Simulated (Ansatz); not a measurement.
# Li27Br26: the cost of one run

Method: DFT, PBE, plane-wave PAW, default files, scalar-relativistic, in Ansatz 0.2.0.

## 1. Starting point

The structure is cubic, space group Fm-3m (No. 225). Conventional cell: a = 16.336 Å, b = 16.336 Å, c = 16.336 Å, α = 90.00°, β = 90.00°, γ = 90.00°. Li (site symmetry 3m) is surrounded by 6 Br at 2.72 Å. Li (site symmetry 4mm) is surrounded by 5 Br at 2.72 Å. Around Li (site symmetry mm2) lie 6 Br at 2.72 Å. Li (site symmetry m-3m) is surrounded by 6 Br at 2.72 Å. Br (site symmetry mm2) is surrounded by 6 Li at 2.72 Å. Br (site symmetry 3m) has 6 Li at 2.72 Å as nearest neighbours. Br (site symmetry 4mm) is surrounded by 6 Li at 2.72 Å.

As a file:

```cif
data_structure
_symmetry_space_group_name_H-M 'P 1'
_symmetry_Int_Tables_number 1
_cell_length_a 11.5514
_cell_length_b 11.5514
_cell_length_c 11.5514
_cell_angle_alpha 60.000
_cell_angle_beta 60.000
_cell_angle_gamma 60.000
_cell_volume 1089.90
loop_
_atom_site_label
_atom_site_type_symbol
_atom_site_fract_x
_atom_site_fract_y
_atom_site_fract_z
_atom_site_occupancy
Li1 Li 0.00000 0.00000 0.00000 1
Li2 Li 0.00000 0.00000 0.33333 1
Li3 Li 0.00000 0.00000 0.66667 1
Li4 Li 0.00000 0.33333 0.00000 1
Li5 Li 0.00000 0.33333 0.33333 1
Li6 Li 0.00000 0.33333 0.66667 1
Li7 Li 0.00000 0.66667 0.00000 1
Li8 Li 0.00000 0.66667 0.33333 1
Li9 Li 0.00000 0.66667 0.66667 1
Li10 Li 0.33333 0.00000 0.00000 1
Li11 Li 0.33333 0.00000 0.33333 1
Li12 Li 0.33333 0.00000 0.66667 1
Li13 Li 0.33333 0.33333 0.00000 1
Li14 Li 0.33333 0.33333 0.33333 1
Li15 Li 0.33333 0.33333 0.66667 1
Li16 Li 0.33333 0.66667 0.00000 1
Li17 Li 0.33333 0.66667 0.33333 1
Li18 Li 0.33333 0.66667 0.66667 1
Li19 Li 0.66667 0.00000 0.00000 1
Li20 Li 0.66667 0.00000 0.33333 1
Li21 Li 0.66667 0.00000 0.66667 1
Li22 Li 0.66667 0.33333 0.00000 1
Li23 Li 0.66667 0.33333 0.33333 1
Li24 Li 0.66667 0.33333 0.66667 1
Li25 Li 0.66667 0.66667 0.00000 1
Li26 Li 0.66667 0.66667 0.33333 1
Li27 Li 0.66667 0.66667 0.66667 1
Br1 Br 0.16667 0.16667 0.50000 1
Br2 Br 0.16667 0.16667 0.83333 1
Br3 Br 0.16667 0.50000 0.16667 1
Br4 Br 0.16667 0.50000 0.50000 1
Br5 Br 0.16667 0.50000 0.83333 1
Br6 Br 0.16667 0.83333 0.16667 1
Br7 Br 0.16667 0.83333 0.50000 1
Br8 Br 0.16667 0.83333 0.83333 1
Br9 Br 0.50000 0.16667 0.16667 1
Br10 Br 0.50000 0.16667 0.50000 1
Br11 Br 0.50000 0.16667 0.83333 1
Br12 Br 0.50000 0.50000 0.16667 1
Br13 Br 0.50000 0.50000 0.50000 1
Br14 Br 0.50000 0.50000 0.83333 1
Br15 Br 0.50000 0.83333 0.16667 1
Br16 Br 0.50000 0.83333 0.50000 1
Br17 Br 0.50000 0.83333 0.83333 1
Br18 Br 0.83333 0.16667 0.16667 1
Br19 Br 0.83333 0.16667 0.50000 1
Br20 Br 0.83333 0.16667 0.83333 1
Br21 Br 0.83333 0.50000 0.16667 1
Br22 Br 0.83333 0.50000 0.50000 1
Br23 Br 0.83333 0.50000 0.83333 1
Br24 Br 0.83333 0.83333 0.16667 1
Br25 Br 0.83333 0.83333 0.50000 1
Br26 Br 0.83333 0.83333 0.83333 1
```

The vacant site is at (0.167, 0.167, 0.167) in fractional coordinates of the input's cell.

## 2. Single point at the given positions

Input file input.yaml:

```yaml
crystal:
  lattice:
    - [0.0, 8.1680717394, 8.1680717394]
    - [8.1680717394, 0.0, 8.1680717394]
    - [8.1680717394, 8.1680717394, 0.0]
  atoms:
    - { symbol: Li, position: [0.0, 0.0, 0.0] }
    - { symbol: Li, position: [0.0, 0.0, 0.3333333333] }
    - { symbol: Li, position: [0.0, 0.0, 0.6666666667] }
    - { symbol: Li, position: [0.0, 0.3333333333, 0.0] }
    - { symbol: Li, position: [0.0, 0.3333333333, 0.3333333333] }
    - { symbol: Li, position: [0.0, 0.3333333333, 0.6666666667] }
    - { symbol: Li, position: [0.0, 0.6666666667, 0.0] }
    - { symbol: Li, position: [0.0, 0.6666666667, 0.3333333333] }
    - { symbol: Li, position: [0.0, 0.6666666667, 0.6666666667] }
    - { symbol: Li, position: [0.3333333333, 0.0, 0.0] }
    - { symbol: Li, position: [0.3333333333, 0.0, 0.3333333333] }
    - { symbol: Li, position: [0.3333333333, 0.0, 0.6666666667] }
    - { symbol: Li, position: [0.3333333333, 0.3333333333, 0.0] }
    - { symbol: Li, position: [0.3333333333, 0.3333333333, 0.3333333333] }
    - { symbol: Li, position: [0.3333333333, 0.3333333333, 0.6666666667] }
    - { symbol: Li, position: [0.3333333333, 0.6666666667, 0.0] }
    - { symbol: Li, position: [0.3333333333, 0.6666666667, 0.3333333333] }
    - { symbol: Li, position: [0.3333333333, 0.6666666667, 0.6666666667] }
    - { symbol: Li, position: [0.6666666667, 0.0, 0.0] }
    - { symbol: Li, position: [0.6666666667, 0.0, 0.3333333333] }
    - { symbol: Li, position: [0.6666666667, 0.0, 0.6666666667] }
    - { symbol: Li, position: [0.6666666667, 0.3333333333, 0.0] }
    - { symbol: Li, position: [0.6666666667, 0.3333333333, 0.3333333333] }
    - { symbol: Li, position: [0.6666666667, 0.3333333333, 0.6666666667] }
    - { symbol: Li, position: [0.6666666667, 0.6666666667, 0.0] }
    - { symbol: Li, position: [0.6666666667, 0.6666666667, 0.3333333333] }
    - { symbol: Li, position: [0.6666666667, 0.6666666667, 0.6666666667] }
    - { symbol: Br, position: [0.1666666667, 0.1666666667, 0.5] }
    - { symbol: Br, position: [0.1666666667, 0.1666666667, 0.8333333333] }
    - { symbol: Br, position: [0.1666666667, 0.5, 0.1666666667] }
    - { symbol: Br, position: [0.1666666667, 0.5, 0.5] }
    - { symbol: Br, position: [0.1666666667, 0.5, 0.8333333333] }
    - { symbol: Br, position: [0.1666666667, 0.8333333333, 0.1666666667] }
    - { symbol: Br, position: [0.1666666667, 0.8333333333, 0.5] }
    - { symbol: Br, position: [0.1666666667, 0.8333333333, 0.8333333333] }
    - { symbol: Br, position: [0.5, 0.1666666667, 0.1666666667] }
    - { symbol: Br, position: [0.5, 0.1666666667, 0.5] }
    - { symbol: Br, position: [0.5, 0.1666666667, 0.8333333333] }
    - { symbol: Br, position: [0.5, 0.5, 0.1666666667] }
    - { symbol: Br, position: [0.5, 0.5, 0.5] }
    - { symbol: Br, position: [0.5, 0.5, 0.8333333333] }
    - { symbol: Br, position: [0.5, 0.8333333333, 0.1666666667] }
    - { symbol: Br, position: [0.5, 0.8333333333, 0.5] }
    - { symbol: Br, position: [0.5, 0.8333333333, 0.8333333333] }
    - { symbol: Br, position: [0.8333333333, 0.1666666667, 0.1666666667] }
    - { symbol: Br, position: [0.8333333333, 0.1666666667, 0.5] }
    - { symbol: Br, position: [0.8333333333, 0.1666666667, 0.8333333333] }
    - { symbol: Br, position: [0.8333333333, 0.5, 0.1666666667] }
    - { symbol: Br, position: [0.8333333333, 0.5, 0.5] }
    - { symbol: Br, position: [0.8333333333, 0.5, 0.8333333333] }
    - { symbol: Br, position: [0.8333333333, 0.8333333333, 0.1666666667] }
    - { symbol: Br, position: [0.8333333333, 0.8333333333, 0.5] }
    - { symbol: Br, position: [0.8333333333, 0.8333333333, 0.8333333333] }
total_charge: 1
kpoints:
  mp_grid: { grid: [2, 2, 2] }
scf:
  occupations: { method: fermi_dirac, width: 0.01 }
hamiltonian:
  xc: pbe
  pseudopotentials: { kind: paw }
output:
  forces: true
  stress: true
  populations: true
  efg:
    quadrupole_moments_barn: { Li: -0.0401, Br: 0.2579 }
    contact_densities: true
```

On the command line:

```
ansatz run input.yaml --threads 1 --pin off --max-ram 3072MiB --backend cpu --events-out ev --progress --plain --runs-dir out
```

What time and memory should one allow on 1 thread of Arm Neoverse V1, shared host?

About 75 s, with a peak of 1.6 GiB.
